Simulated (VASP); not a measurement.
# In (P6_3/mmc) in VASP: further runs

One crystal, In, is run at these levels: PBE; tasks: single point.

All numbers are computed with VASP 6.6.1; they aren't measurements. Logs are shortened: lines on timing, memory, paths and dates and some standing lists are left out, and cuts for length are marked.

### 1 Starting point

The structure is hexagonal, space group P6_3/mmc (No. 194). Conventional cell: a = 3.335 Å, b = 3.335 Å, c = 5.509 Å, α = 90.00°, β = 90.00°, γ = 120.00°. In (site symmetry -6m2) has 12 In at 3.34 to 3.36 Å as nearest neighbours.

This isn't the form of In at room conditions, which is tetragonal.

### 2 Single point, PBE

The input, INCAR:

```
  PREC = Accurate
  ENCUT = 500
  EDIFF = 1E-6
  ISMEAR = 1
  SIGMA = 0.2
  LREAL = False
  LASPH = True
  NELM = 100
  ALGO = Normal
  ISIF = 2
  LWAVE = False
  LCHARG = False
  GGA = PE
  NBANDS = 20
  ADDGRID = False
```

The input, KPOINTS:

```
regular mesh
0
Gamma
  11 11 6
```

The input, POSCAR:

```
In
1.0
    3.3354847820      0.0000000000      0.0000000000
   -1.6677423910      2.8886145552      0.0000000000
    0.0000000000      0.0000000000      5.5091429200
In
2
Direct
    0.6666666667      0.3333333333      0.7500000000
    0.3333333333      0.6666666667      0.2500000000
```

Potentials or basis: VASP PAW PBE potentials, release 64 (In_d).

Launch:

```console
$ cat potpaw_PBE.64/In_d/POTCAR > POTCAR
$ mpirun -np 1 vasp_std > vasp.out
```

OUTCAR:

```text
PREC = Accurate
   ENCUT = 500
   EDIFF = 1E-6
   ISMEAR = 1
   LREAL = False
   LASPH = True
   NELM = 100
   ISIF = 2
   GGA = PE

 Found     64 irreducible k-points:

 Following reciprocal coordinates:
            Coordinates               Weight
  0.000000  0.000000  0.000000      1.000000
  0.090909  0.000000  0.000000      6.000000
  0.181818  0.000000  0.000000      6.000000
  0.272727  0.000000  0.000000      6.000000
  0.363636  0.000000  0.000000      6.000000
  0.454545 -0.000000  0.000000      6.000000
   k-points           NKPTS =     64   k-points in BZ     NKDIM =     64   number of bands    NBANDS=     20
   number of dos      NEDOS =    301   number of ions     NIONS =      2
   total plane-waves  NPLWV =  23040
   dimension x,y,z NGX =    24 NGY =   24 NGZ =   40
   dimension x,y,z NGXF=    48 NGYF=   48 NGZF=   80
   ions per type =               2
   NGX,Y,Z   is equivalent  to a cutoff of  11.96, 11.96, 12.07 a.u.
   NGXF,Y,Z  is equivalent  to a cutoff of  23.92, 23.92, 24.14 a.u.
 SYSTEM =  unknown system
   PREC   = accura    normal or accurate (medium, high low for compatibility)
   ISTART =      0    job   : 0-new  1-cont  2-samecut
   ICHARG =      2    charge: 1-file 2-atom 10-const
   ISPIN  =      1    spin polarized calculation?
   LNONCOLLINEAR =      F non collinear calculations
   LSORBIT =      F    spin-orbit coupling
   LASPH  =      T    aspherical Exc in radial PAW
   ENCUT  =  500.0 eV  36.75 Ry    6.06 a.u.   6.08  6.08 10.04*2*pi/ulx,y,z
   NELM   =    100;   NELMIN=  2; NELMDL= -5     # of ELM steps
   EDIFF  = 0.1E-05   stopping-criterion for ELM
[... 18 lines left out ...]
     AMIX     =   0.40;   BMIX     =  1.00
     AMIX_MAG =   1.60;   BMIX_MAG =  1.00
  volume/ion in A,a.u.               =      26.54       179.10
  Fermi-wavevector in a.u.,A,eV,Ry     =   1.290491  2.438675 22.658704  1.665368
  Thomas-Fermi vector in A             =   2.422320
   LORBIT       =      0    0 simple, 1 ext, 2 COOP (PROOUT), +10 PAW based schemes
   GGA     = PE    functional components
[... 5 lines left out ...]
 non-spin polarized calculation
 Methfessel and Paxton  Order N= 1 SIGMA  =   0.20
  energy-cutoff  :      500.00
  volume of cell :       53.08
 maximum number of plane-waves:      1370
   NGX = 13   NGY = 13   NGZ = 21

 number of electron      25.9999972 magnetization

 Free energy of the ion-electron system (eV)
  ---------------------------------------------------
  ext. energy  EPLUGINS =         0.00000000
  ---------------------------------------------------
  free energy    TOTEN  =        -5.10716273 eV

  energy without entropy =       -5.10580508  energy(sigma->0) =       -5.10671018

 E-fermi :   7.3741     XC(G=0): -10.1864

 val. band max:        7.3707452649   @ k =   0.3636   0.0000   0.5000
 cond. band min:       7.3900017901   @ k =   0.2727   0.2727   0.0000
 fundamental gap:      0.0192565253
 Fermi energy:         7.3741360409

 k-point     1 :       0.0000    0.0000    0.0000
  band No.  band energies     occupation
      1      -7.3218      2.00000
      2      -7.2675      2.00000
      3      -7.2347      2.00000
      4      -7.2347      2.00000
      5      -7.2082      2.00000
      6      -7.2082      2.00000
      7      -7.1406      2.00000
      8      -7.1406      2.00000
      9      -6.9628      2.00000
     10      -6.9628      2.00000
     11      -2.0859      2.00000
     12       2.9258      2.00000
     13       4.0080      2.00000
     14      15.7483      0.00000
     15      15.7483      0.00000
     16      17.5566      0.00000
     17      17.5566      0.00000
     18      17.6548      0.00000
     19      18.2531      0.00000
     20      18.7313      0.00000

 k-point     2 :       0.0909    0.0000    0.0000
  band No.  band energies     occupation
      1      -7.3130      2.00000
      2      -7.2709      2.00000
      3      -7.2228      2.00000
      4      -7.2118      2.00000
      5      -7.2057      2.00000
      6      -7.1864      2.00000
      7      -7.1532      2.00000
      8      -7.1496      2.00000
      9      -6.9810      2.00000
     10      -6.9599      2.00000
     11      -1.9257      2.00000
     12       3.0618      2.00000
     13       4.1945      2.00000
     14      13.9184      0.00000
     15      14.9129      0.00000
     16      16.5868      0.00000
     17      17.6404      0.00000
     18      18.0873      0.00000
     19      18.4731      0.00000
     20      19.3929      0.00000

 k-point     3 :       0.1818    0.0000    0.0000
  band No.  band energies     occupation
      1      -7.3332      2.00000
      2      -7.2481      2.00000
      3      -7.2215      2.00000
      4      -7.1903      2.00000
      5      -7.1722      2.00000
      6      -7.1588      2.00000
      7      -7.1497      2.00000
      8      -7.1270      2.00000
      9      -7.0252      2.00000
     10      -6.9536      2.00000
     11      -1.4404      2.00000
     12       3.4767      2.00000
     13       4.7420      2.00000
     14      11.1697     -0.00000
     15      13.6866      0.00000
     16      15.1411      0.00000
     17      16.5485      0.00000
     18      16.6161      0.00000
     19      17.7917      0.00000
     20      18.8814      0.00000

 k-point     4 :       0.2727    0.0000    0.0000
  band No.  band energies     occupation
      1      -7.3784      2.00000
      2      -7.2546      2.00000
      3      -7.2454      2.00000
      4      -7.1994      2.00000
      5      -7.1832      2.00000
      6      -7.0835      2.00000
      7      -7.0731      2.00000
      8      -7.0677      2.00000
      9      -7.0471      2.00000
     10      -6.9478      2.00000
     11      -0.6221      2.00000
     12       4.1818      2.00000
     13       5.6165      2.00000
     14       8.5415     -0.00000
     15      12.6439      0.00000
     16      12.8705      0.00000
     17      14.4011      0.00000
     18      15.6332      0.00000
     19      16.8851      0.00000
     20      18.4764      0.00000

 k-point     5 :       0.3636    0.0000    0.0000
  band No.  band energies     occupation
      1      -7.4200      2.00000
      2      -7.3008      2.00000
      3      -7.2773      2.00000
      4      -7.2226      2.00000
      5      -7.1365      2.00000
      6      -7.1095      2.00000
      7      -7.0134      2.00000
      8      -6.9920      2.00000
      9      -6.9711      2.00000
     10      -6.9442      2.00000
     11       0.5296      2.00000
     12       5.0659      2.00000
     13       6.3038      2.00000
     14       6.7594      2.00012
     15      10.5499     -0.00000
     16      11.9022      0.00000
     17      12.3232      0.00000
     18      15.1470      0.00000
     19      16.1327      0.00000
     20      17.8948      0.00000

 k-point     6 :       0.4545   -0.0000    0.0000
  band No.  band energies     occupation
      1      -7.4445      2.00000
      2      -7.3350      2.00000
      3      -7.2923      2.00000
      4      -7.2358      2.00000
      5      -7.1287      2.00000
      6      -7.1094      2.00000
      7      -6.9718      2.00000
      8      -6.9470      2.00000
      9      -6.9426      2.00000
     10      -6.9246      2.00000
     11       1.9771      2.00000
     12       3.9011      2.00000
     13       6.7729      2.00018
     14       7.9800     -0.00016
     15       8.4942     -0.00000
     16      10.6295     -0.00000
     17      11.5176      0.00000
     18      14.9235      0.00000
     19      15.7280      0.00000
     20      17.5809      0.00000

 [... further k-points ...]

------------------------ aborting loop because EDIFF is reached ----------------------------------------

  FORCE on cell =-STRESS in cart. coord.  units (eV):
  Direction    XX          YY          ZZ          XY          YZ          ZX
  --------------------------------------------------------------------------------------
  -------------------------------------------------------------------------------------
  Total        0.5972598      0.5972598      0.3101890      0.0000000      0.0000000      0.0000000
  in kB       18.0277385     18.0277385      9.3627714      0.0000000      0.0000000      0.0000000
  external PRESSURE =      15.1394161 kB  Pullay stress =       0.0000000 kB

 VOLUME and BASIS-vectors are now :
 -----------------------------------------------------------------------------
  energy-cutoff  :      500.00
  volume of cell :       53.08
      direct lattice vectors                 reciprocal lattice vectors
     3.335484782  0.000000000  0.000000000     0.299806495  0.173093360  0.000000000
    -1.667742391  2.888614555  0.000000000     0.000000000  0.346186721  0.000000000
     0.000000000  0.000000000  5.509142920     0.000000000  0.000000000  0.181516438

 POSITION                                       TOTAL-FORCE (eV/Angst)
 -----------------------------------------------------------------------------------
      1.66774      0.96287      4.13186        -0.000000      0.000000      0.000000
     -0.00000      1.92574      1.37729         0.000000     -0.000000      0.000000
 -----------------------------------------------------------------------------------
    total drift:                                0.000000     -0.000000      0.000000

  FREE ENERGIE OF THE ION-ELECTRON SYSTEM (eV)
  ---------------------------------------------------
  free  energy   TOTEN  =        -5.1071627294 eV

  energy  without entropy=       -5.1058050798  energy(sigma->0) =       -5.10671018
```

It took 16 s on 1 thread of Intel Xeon 6975P-C (Granite Rapids), shared host; peak memory 0.19 GiB.

These settings aren't checked as converged: the numbers below hold their error.

What came out:

| Item | Value |
| --- | --- |
| Free energy | -5.1072 eV |
| Pressure | 1.5 GPa |
| Band gap on the k mesh | none (metal or under the smearing width) |

### 3 Single point, PBE

INCAR: that of step 2 with these lines changed.

```diff
@@ -1,2 +1,2 @@
-  PREC = Accurate
+  PREC = Low
   ENCUT = 500
```

KPOINTS is that of step 2.

POSCAR is that of step 2.

Potentials or basis: VASP PAW PBE potentials, release 64 (In_d).

Launch:

```console
$ cat potpaw_PBE.64/In_d/POTCAR > POTCAR
$ mpirun -np 1 vasp_std > vasp.out
```

It took 12 s on 1 thread of Intel Xeon 6975P-C (Granite Rapids), shared host; peak memory 0.15 GiB.

The run converged, but some of its settings lie outside the range that counts as converged, so its numbers aren't taken as properties of the crystal.

What came out:

```yaml
Free_energy: -5.1113 eV
Pressure: 1.7 GPa
Band_gap_on_the_k_mesh: none (metal or under the smearing width)
```

### 4 Single point, PBE

INCAR: that of step 3 with these lines changed.

```diff
@@ -1,2 +1,2 @@
-  PREC = Low
+  PREC = Normal
   ENCUT = 500
```

KPOINTS is that of step 3.

POSCAR is that of step 3.

Launch:

```console
$ cat potpaw_PBE.64/In_d/POTCAR > POTCAR
$ mpirun -np 1 vasp_std > vasp.out
```

Run time: 12 s. Hardware: 1 thread of Intel Xeon 6975P-C (Granite Rapids), shared host; peak memory 0.16 GiB.

These settings aren't checked as converged: the numbers below hold their error.

Results:

```
Free energy            : -5.1073 eV
Pressure               : 1.5 GPa
Band gap on the k mesh : none (metal or under the smearing width)
```

### 5 Single point, PBE

INCAR: that of step 4 with these lines changed.

```diff
@@ -1,2 +1,2 @@
-  PREC = Normal
+  PREC = Accurate
   ENCUT = 500
@@ -5,3 +5,3 @@
   SIGMA = 0.2
-  LREAL = False
+  LREAL = Auto
   LASPH = True
```

KPOINTS is that of step 4.

POSCAR is that of step 4.

Launch:

```console
$ cat potpaw_PBE.64/In_d/POTCAR > POTCAR
$ mpirun -np 1 vasp_std > vasp.out
```

It took 24 s on 1 thread of Intel Xeon 6975P-C (Granite Rapids), shared host; peak memory 0.18 GiB.

These settings aren't checked as converged: the numbers below hold their error.

What came out:

```
Free energy            : -5.1076 eV
Pressure               : 1.5 GPa
Band gap on the k mesh : none (metal or under the smearing width)
```
